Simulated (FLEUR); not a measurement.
A run of FLEUR MaX-R8.1 (later development tree) is set up as follows.

File inp.xml:

```xml
<?xml version="1.0" encoding="UTF-8" standalone="no"?>
<fleurInput fleurInputVersion="0.39">
   <comment>
      HfO2                                                                                                
   </comment>
   <calculationSetup>
      <cutoffs Kmax="5.37" Gmax="16.7" GmaxXC="16.7" numbands="0"/>
      <scfLoop itmax="60" minDistance="0.00001" maxIterBroyd="15" imix="Anderson" alpha="0.05" precondParam="0.0" spinf="2.0" sdNocoIR="T"/>
      <coreElectrons ctail="T" frcor="F" kcrel="0" coretail_lmax="0"/>
      <xcFunctional name="PBEs" relativisticCorrections="F"/>
      <magnetism jspins="1"/>
      <soc l_soc="F" theta="0.0" phi="0.0" spav="F"/>
      <expertModes spex="0" secvar="F"/>
      <geometryOptimization l_f="T" forcealpha="1.0" forcemix="BFGS" epsdisp="0.0005" epsforce="0.0002"/>
      <ldaU l_linMix="F" mixParam="0.05" spinf="1.0"/>
   </calculationSetup>
   <cell>
      <bzIntegration valenceElectrons="76.0" mode="hist" fermiSmearingEnergy="0.00183747">
         <kPointListSelection listName="default-1"/>
         <!-- k-points included here -->
         <xi:include xmlns:xi="http://www.w3.org/2001/XInclude" href="kpts.xml"> </xi:include>
      </bzIntegration>
      <!-- symmetry operations included here -->
      <xi:include xmlns:xi="http://www.w3.org/2001/XInclude" href="sym.xml"> </xi:include>
      <bulkLattice scale="1.0">
         <bravaisMatrix>
            <row-1>    6.7236820797327885     0.0000000000000000     0.0000000000000000</row-1>
            <row-2>    0.0000000000000000     6.7236820797327885     0.0000000000000000</row-2>
            <row-3>    0.0000000000000000     0.0000000000000000     9.7734012413423663</row-3>
         </bravaisMatrix>
      </bulkLattice>
   </cell>
   <atomSpecies>
      <species name="Hafnium (Hf)" element="Hf" atomicNumber="72">
         <mtSphere radius="2.17" gridPoints="715" logIncrement="0.018"/>
         <atomicCutoffs lmax="9" lnonsphr="9"/>
         <electronConfig flipSpins="F">
            <coreConfig>(1s1/2) (2s1/2) (2p1/2) (2p3/2) (3s1/2) (3p1/2) (3p3/2) (4s1/2) (3d3/2) (3d5/2) (4p1/2) (4p3/2) (4d3/2) (4d5/2)</coreConfig>
            <valenceConfig>(5s1/2) (5p1/2) (5p3/2) (6s1/2) (4f5/2) (4f7/2) (5d3/2) (5d5/2)</valenceConfig>
            <stateOccupation state="(5d3/2)" spinUp="0.400000" spinDown="0.400000"/>
            <stateOccupation state="(5d5/2)" spinUp="0.600000" spinDown="0.600000"/>
         </electronConfig>
         <energyParameters s="6" p="6" d="5" f="4"/>
         <lo type="SCLO" l="0" n="5" eDeriv="0"/>
         <lo type="SCLO" l="1" n="5" eDeriv="0"/>
         <lo type="SCLO" l="2" n="5" eDeriv="2"/>
         <lo type="SCLO" l="3" n="4" eDeriv="2"/>
      </species>
      <species name="Oxygen (O)" element="O" atomicNumber="8">
         <mtSphere radius="1.34" gridPoints="443" logIncrement="0.024"/>
         <atomicCutoffs lmax="8" lnonsphr="8"/>
         <electronConfig flipSpins="F">
            <coreConfig>(1s1/2)</coreConfig>
            <valenceConfig>(2s1/2) (2p1/2) (2p3/2)</valenceConfig>
            <stateOccupation state="(2p1/2)" spinUp="0.666667" spinDown="0.666667"/>
            <stateOccupation state="(2p3/2)" spinUp="1.333333" spinDown="1.333333"/>
         </electronConfig>
         <energyParameters s="2" p="2" d="3" f="4"/>
         <lo type="SCLO" l="0" n="2" eDeriv="2"/>
         <lo type="SCLO" l="1" n="2" eDeriv="2"/>
         <lo type="SCLO" l="2" n="3" eDeriv="2"/>
      </species>
   </atomSpecies>
   <atomGroups>
      <atomGroup species="Hafnium (Hf)">
         <relPos label="                   1">.0020750000 .0102890000 .0108770000</relPos>
         <force calculate="T" relaxXYZ="TTT"/>
      </atomGroup>
      <atomGroup species="Hafnium (Hf)">
         <relPos label="                   2">-.4868850000 -.4968990000 .4943820000</relPos>
         <force calculate="T" relaxXYZ="TTT"/>
      </atomGroup>
      <atomGroup species="Oxygen (O)">
         <relPos label="                   3">-.0122120000 -.4928490000 .1961360000</relPos>
         <force calculate="T" relaxXYZ="TTT"/>
      </atomGroup>
      <atomGroup species="Oxygen (O)">
         <relPos label="                   4">-.4979220000 -.0046630000 .2965140000</relPos>
         <force calculate="T" relaxXYZ="TTT"/>
      </atomGroup>
      <atomGroup species="Oxygen (O)">
         <relPos label="                   5">.4937540000 .0021230000 -.1899670000</relPos>
         <force calculate="T" relaxXYZ="TTT"/>
      </atomGroup>
      <atomGroup species="Oxygen (O)">
         <relPos label="                   6">-.0032490000 .4955920000 -.3083720000</relPos>
         <force calculate="T" relaxXYZ="TTT"/>
      </atomGroup>
   </atomGroups>
   <output dos="F" band="F" slice="F">
      <checks vchk="F" cdinf="F"/>
      <bandDOS minEnergy="-.5*Htr" maxEnergy="0.5*Htr" sigma="0.015" storeEVData="T"/>
      <vacuumDOS vacdos="F" integ="F" star="F" nstars="0" locx1="0.0" locy1="0.0" locx2="0.0" locy2="0.0" nstm="0" tworkf="0.0"/>
      <unfoldingBand unfoldBand="F" supercellX="1" supercellY="1" supercellZ="1"/>
      <plotting iplot="0" polar="F">
         <plot TwoD="T" vec1="  1.0  0.0  0.0" vec2="  0.0  1.0  0.0" vec3="  0.0  0.0  1.0" zero="  0.0  0.0  0.0" file="plot"/>
      </plotting>
      <chargeDensitySlicing numkpt="0" minEigenval="0.0" maxEigenval="0.0" nnne="0" pallst="F"/>
      <specialOutput eonly="F"/>
      <moessbauerParams electricFieldGradient="T" isomerShift="T" coreHyperfine="T" valenceHyperfine="T"/>
      <magneticCircularDichroism mcd="F" energyLo="-10.0" energyUp="0.0"/>
   </output>
  <!-- We include the file relax.xml here to enable relaxations (see documentation) -->
  <xi:include xmlns:xi="http://www.w3.org/2001/XInclude" href="relax.xml"> <xi:fallback/> </xi:include>
</fleurInput>
```

File crystal.txt:

```
HfO2
&input cartesian=F /
3.5580193300  0.0000000000  0.0000000000
0.0000000000  3.5580193300  0.0000000000
0.0000000000  0.0000000000  5.1718612100
1.8897261246
1.0 1.0 1.0

6
72 0.0020750000  0.0102890000  0.0108770000
72 0.5131150000  0.5031010000  0.4943820000
8 -0.0122120000  0.5071510000  0.1961360000
8 0.5020780000  -0.0046630000  0.2965140000
8 0.4937540000  0.0021230000  0.8100330000
8 -0.0032490000  0.4955920000  0.6916280000

&kpt div1=8 div2=8 div3=5 gamma=T /
```

Potentials or basis: all-electron, FLAPW.

The run is started by

```bash
$ inpgen -f crystal.txt -profile fastHighL
$ # inp.xml edited to the form shown
$ mpirun -n 4 fleur_MPI -pe_per_kpt 1
```

(1) Predict the band gap on the k mesh.

(2) Predict the largest force.

## Answers

(1) 4.45 eV, indirect (least direct gap 4.52 eV).

(2) 1.556 eV/Å.

Caveat: spin-orbit coupling is left out, which moves the levels of the heavy elements; an odd mesh through Γ misses points on the zone boundary, where band edges often lie.
